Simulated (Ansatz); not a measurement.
**PbS: a listed cell, distorted in several ways**

Aim: see how energy, forces, stress and gap of PbS answer to moves of single atoms, further strains and shifts, distortions that keep the symmetry, other functionals. Nothing is relaxed unless a step says so.

Computed with Ansatz 0.2.0 (DFT PBEsol, scalar-relativistic, plane waves, PAW, unless a step's input says otherwise).

1 further run of the same task is left out (set aside as unsound or not needed).

**1. Starting point**

Symmetry: Fm-3m, No. 225, cubic system. Conventional cell: a = 5.930 Å, b = 5.930 Å, c = 5.930 Å, α = 90.00°, β = 90.00°, γ = 90.00°. Pb (site symmetry m-3m) has 6 S at 2.96 Å as nearest neighbours. S (site symmetry m-3m) is surrounded by 6 Pb at 2.96 Å.

Structure file:

```
Pb S
1.0
     0.00000    2.96500    2.96500
     2.96500    0.00000    2.96500
     2.96500    2.96500    0.00000
Pb S
1 1
Direct
  0.00000 0.00000 0.00000
  0.50000 0.50000 0.50000
```

The structure comes from the Crystallography Open Database.

**2. A change within the space group**

The change: strain xx, yy, zz, yz, xz, xy = +2.8, +2.8, +2.8, +0.0, +0.0, +0.0 %.

The input, input.yaml:

```yaml
crystal:
  lattice:
    - [0.0, 3.0471305, 3.0471305]
    - [3.0471305, 0.0, 3.0471305]
    - [3.0471305, 3.0471305, 0.0]
  atoms:
    - { symbol: Pb, position: [0.0, 0.0, 0.0] }
    - { symbol: S, position: [0.5, 0.5, 0.5] }
basis:
  ecutwfc: 420
kpoints:
  mp_grid: { grid: [10, 10, 10] }
hamiltonian:
  xc: pbesol
scf:
  occupations: { method: gaussian, width: 0.05 }
output:
  forces: true
  stress: true
  eigenvalues: true
```

Command:

```bash
ansatz run input.yaml --threads 1 --pin off --max-ram 1331MiB --backend cpu --events-out ev --progress --plain --runs-dir out
```

**3. Functional and cell changed: LDA**

Changes to input.yaml since step 2:

```diff
@@ -2,5 +2,5 @@
   lattice:
-    - [0.0, 3.0471305, 3.0471305]
-    - [3.0471305, 0.0, 3.0471305]
-    - [3.0471305, 3.0471305, 0.0]
+    - [0.0, 3.00262585, 3.00262585]
+    - [3.00262585, 0.0, 3.00262585]
+    - [3.00262585, 3.00262585, 0.0]
   atoms:
@@ -13,3 +13,3 @@
 hamiltonian:
-  xc: pbesol
+  xc: lda
 scf:
```

**4. A change within the space group**

The input, input.yaml:

```yaml
crystal:
  lattice:
    - [0.0, 3.0246558, 3.0246558]
    - [3.0246558, 0.0, 3.0246558]
    - [3.0246558, 3.0246558, 0.0]
  atoms:
    - { symbol: Pb, position: [0.0, 0.0, 0.0] }
    - { symbol: S, position: [0.5, 0.5, 0.5] }
basis:
  ecutwfc: 420
kpoints:
  mp_grid: { grid: [10, 10, 10] }
hamiltonian:
  xc: pbesol
scf:
  occupations: { method: gaussian, width: 0.05 }
output:
  forces: true
  stress: true
  eigenvalues: true
  populations: true
```

**5. A single atom displaced**

The input, input.yaml:

```yaml
crystal:
  lattice:
    - [0.0, 2.965, 2.965]
    - [2.965, 0.0, 2.965]
    - [2.965, 2.965, 0.0]
  atoms:
    - { symbol: Pb, position: [-0.022549747, 0.0097470489, 0.0172613828] }
    - { symbol: S, position: [0.5, 0.5, 0.5] }
basis:
  ecutwfc: 420
kpoints:
  mp_grid: { grid: [10, 10, 10] }
hamiltonian:
  xc: pbesol
scf:
  occupations: { method: gaussian, width: 0.05 }
output:
  forces: true
  stress: true
  eigenvalues: true
```

**6. A change within the space group**

The input, input.yaml:

```yaml
crystal:
  lattice:
    - [0.0, 3.003545, 3.003545]
    - [3.003545, 0.0, 3.003545]
    - [3.003545, 3.003545, 0.0]
  atoms:
    - { symbol: Pb, position: [0.0, 0.0, 0.0] }
    - { symbol: S, position: [0.5, 0.5, 0.5] }
basis:
  ecutwfc: 420
kpoints:
  mp_grid: { grid: [10, 10, 10] }
hamiltonian:
  xc: pbesol
scf:
  occupations: { method: gaussian, width: 0.05 }
output:
  forces: true
  stress: true
  eigenvalues: true
  populations: true
```

**7. A change within a subgroup**

The input, input.yaml:

```yaml
crystal:
  lattice:
    - [0.0, 2.8538718, 2.8538718]
    - [2.9724718, -0.1186, 2.9724718]
    - [2.8538718, 2.8538718, 0.0]
  atoms:
    - { symbol: Pb, position: [-0.0029208277, 0.008762483, -0.0029208277] }
    - { symbol: S, position: [0.5029208277, 0.491237517, 0.5029208277] }
basis:
  ecutwfc: 420
kpoints:
  mp_grid: { grid: [10, 10, 10] }
hamiltonian:
  xc: pbesol
scf:
  occupations: { method: gaussian, width: 0.05 }
output:
  forces: true
  stress: true
  eigenvalues: true
```

**8. A distortion that keeps the symmetry**

The input, input.yaml:

```yaml
crystal:
  lattice:
    - [0.0, 2.9429404, 2.9429404]
    - [2.9429404, 0.0, 2.9429404]
    - [2.9429404, 2.9429404, 0.0]
  atoms:
    - { symbol: Pb, position: [0.0, 0.0, 0.0] }
    - { symbol: S, position: [0.5, 0.5, 0.5] }
basis:
  ecutwfc: 420
kpoints:
  mp_grid: { grid: [10, 10, 10] }
hamiltonian:
  xc: pbesol
scf:
  occupations: { method: gaussian, width: 0.05 }
output:
  forces: true
  stress: true
  eigenvalues: true
  populations: true
```

**9. Another functional, on a distorted cell: r2SCAN**

The input, input.yaml:

```yaml
crystal:
  lattice:
    - [0.0, 3.02551565, 3.02551565]
    - [3.02551565, 0.0, 3.02551565]
    - [3.02551565, 3.02551565, 0.0]
  atoms:
    - { symbol: Pb, position: [0.0, 0.0, 0.0] }
    - { symbol: S, position: [0.5, 0.5, 0.5] }
basis:
  ecutwfc: 500
kpoints:
  mp_grid: { grid: [10, 10, 10] }
hamiltonian:
  xc: r2scan
scf:
  occupations: { method: gaussian, width: 0.05 }
output:
  forces: true
  stress: true
  eigenvalues: true
```

What does the calculation give? Wanted: for each run, case; energy; pressure; largest force.

**Answer**, as computed:

```
step                                             case  energy (meV/atom)  pressure (GPa)  largest force (eV/Å)  gap on the mesh (eV)
   2                  a change within the space group               +0.0            -4.7                  0.00                  0.52
   3                 functional and cell changed: LDA                n/a            -4.4                  0.00                  0.35
   4                  a change within the space group              -16.4            -3.8                  0.00                  0.45
   5                          a single atom displaced              -39.3            -0.7                  0.04                  0.27
   6                  a change within the space group              -28.2            -2.8                  0.00                  0.38
   7                       a change within a subgroup              -25.0             2.6                  0.04                  0.00
   8             a distortion that keeps the symmetry              -40.6             0.5                  0.00                  0.16
   9  another functional, on a distorted cell: r2SCAN                n/a            -2.0                  0.00                  0.82
```

Energies are counted from step 2, with the smearing taken to zero. Other atoms or functionals have another zero of energy (n/a). A gap of 0.00 means none on the mesh at this level.

In words: The pressure is 2.6 GPa in the smallest cell and -4.7 GPa in the largest; between them shape and moved atoms count too. Among the distorted cells of the listed formula and level the gap runs from none (metal) to 0.52 eV. These runs have no spin-orbit coupling; with Pb it would split and shift bands.

The gaps are Kohn-Sham values of a semilocal functional, not quasiparticle or optical gaps. Such gaps usually fall short of the measured ones; spin-orbit coupling, left out here, narrows gaps with Pb, so the two errors partly cancel.
